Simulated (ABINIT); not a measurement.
ZrSe2:

```
Zr Se
1.0
     3.79800    0.00000    0.00000
    -1.89900    3.28916    0.00000
     0.00000    0.00000    6.19200
Zr Se
1 2
Direct
  0.00000 0.00000 0.00000
  0.66667 0.33333 0.75000
  0.33333 0.66667 0.25000
```

Base run:

| Quantity | Value |
| --- | --- |
| Program | ABINIT 10.8.3 (patched build) |
| Functional | rPW86PBE |
| Potentials or basis | JTH PAW PBE v2.0 |
| Cutoff | 463 eV |
| k mesh | 8 × 8 × 5 |
| Occupations | fermi-dirac, width 0.05 eV |
| Spin | no spin polarisation |

Its results: band gap on the k mesh 0.43 eV, indirect (least direct gap 1.06 eV); pressure 5.2 GPa; largest force 0.593 eV/Å.

Q: The run is repeated on the same cell with these changes: functional from rPW86PBE to revPBE. What comes out?

A: Band gap on the k mesh 0.45 eV, indirect (least direct gap 1.09 eV); pressure 3.4 GPa; largest force 0.321 eV/Å.

Caveats: the PAW data sets were made with another functional, which shifts forces and pressure a little; this functional lacks dispersion, which binds the layers, so the pressure and a relaxed spacing across them are unreliable (some runs).

A k mesh can miss the band edges.
